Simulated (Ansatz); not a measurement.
Runs of Ansatz 0.2.0 on Gd. Symmetry: P6_3/mmc, No. 194, hexagonal system. The conventional cell has a = 3.636 Å, b = 3.636 Å, c = 5.783 Å, α = 90.00°, β = 90.00°, γ = 120.00°. Around Gd (site symmetry -6m2) lie 12 Gd at 3.57 to 3.64 Å. 

```csv
spin,k mesh,gap on the mesh (eV),pressure (GPa),moment (μB)
"collinear, random start",8 × 8 × 5,none,-0.1,0.00
"non-collinear, random start",6 × 6 × 4,none,-0.2,0.00
"collinear, antiferromagnetic start",8 × 8 × 5,none,-0.1,0.00
"collinear, ferromagnetic start",8 × 8 × 5,none,0.6,(a)
off,8 × 8 × 5,none,-2.4,-
"collinear, ferrimagnetic start",8 × 8 × 5,none,-0.1,0.00
```

Alike in all rows: task single point; level PBE; potentials or basis Ansatz PAW; cell as given; cutoff (eV) 420; smearing fermi-dirac 0.05 eV.

Fill in the values left out.

(a) 15.24.

Caveats: spin-orbit coupling is left out, which moves the levels of the heavy elements (some runs); the starting moments weren't kept (some runs).

A k mesh can miss the band edges, and the runs leave out spin-orbit coupling on Gd.

A gap of «none» marks a metal or a gap under the smearing width.
